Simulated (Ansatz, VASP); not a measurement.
**Si in VASP and in Ansatz**

```xyz
8
Lattice="0.0000 5.9269 5.9269 5.9269 0.0000 5.9269 5.9269 5.9269 0.0000" Properties=species:S:1:pos:R:3 pbc="T T T"
Si    6.7613    5.0925    5.0925
Si    8.0560    8.0560    8.0560
Si    9.7247    9.7247    8.0560
Si    9.7247    8.0560    9.7247
Si    5.0925    6.7613    5.0925
Si    6.7613    6.7613    6.7613
Si    5.0925    5.0925    6.7613
Si    8.0560    9.7247    9.7247
```

Alike in both runs: task relaxation of cell and atoms; functional PBE; k mesh 6 × 6 × 6; occupations gaussian, width 0.1 eV; no spin polarisation.

```csv
,VASP,Ansatz
version,VASP 6.6.1,Ansatz 0.2.0
potentials or method,"VASP PAW PBE potentials, release 64 (Si)","scalar-relativistic, plane waves, PAW"
plane-wave cutoff (eV),600,420
valence electrons in the cell,32,32
```

|  | VASP | Ansatz | Ansatz less VASP |
| --- | --- | --- | --- |
| gap on the k mesh at the Fermi level, each at its own relaxed structure (eV) | none | none | - |
| relaxed volume (Å³/atom) | 52.27 | 52.34 | +0.069 |
| relaxed cell length with the largest relative difference (Å) | 8.393 | 8.397 | +0.0037 |

A gap of «none» marks a metal or a gap that the smearing closes.
